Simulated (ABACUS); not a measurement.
Ge:

```
CELL_PARAMETERS angstrom
0.00000 2.82891 2.82891
2.82891 0.00000 2.82891
2.82891 2.82891 0.00000
ATOMIC_POSITIONS crystal
Ge 0.75000 0.75000 0.75000
Ge 0.50000 0.50000 0.50000
```

| Item | Value |
| --- | --- |
| Program | ABACUS 3.10.1 |
| Task | single point |
| Functional | PBE |
| Potentials or basis | PseudoDojo NC SR 0.4.1 PBE standard |
| Cutoff | 1075 eV |
| Density cutoff | 4299 eV |
| Basis | plane waves |
| k mesh | 8 × 8 × 8 |
| Occupations | fermi-dirac, width 0.05 eV |
| Spin | no spin polarisation |

On this cell: pressure 3.7 GPa; largest force zero by symmetry; band gap on the k mesh none (metal or under the smearing width).

The same run follows on a disturbed copy (atoms moved at random, drawn with an rms of 0.05 Å):

```
Ge
1.0
     0.00000    2.82891    2.82891
     2.82891    0.00000    2.82891
     2.82891    2.82891    0.00000
Ge
2
Direct
  0.76097 0.73326 0.75334
  0.49345 0.48940 0.51015
```

Task: What does the disturbed cell give?

Result: The energy (extrapolated to zero smearing) moves by +9.9 meV/atom; pressure 3.9 GPa; largest force 0.712 eV/Å; band gap on the k mesh none (metal or under the smearing width).

Forces in eV/Å, atoms in the order of the input:
```
Ge   0.447 -0.382 -0.402
Ge  -0.447  0.382  0.402
```

Stress tensor (GPa, compression positive):
```
 3.89 -1.16 -1.10
-1.16  3.90  1.30
-1.10  1.30  3.90
```

Caveats: this crystal is a semiconductor, whose small gap the functional closes, so the metal is an error of the method (some runs).
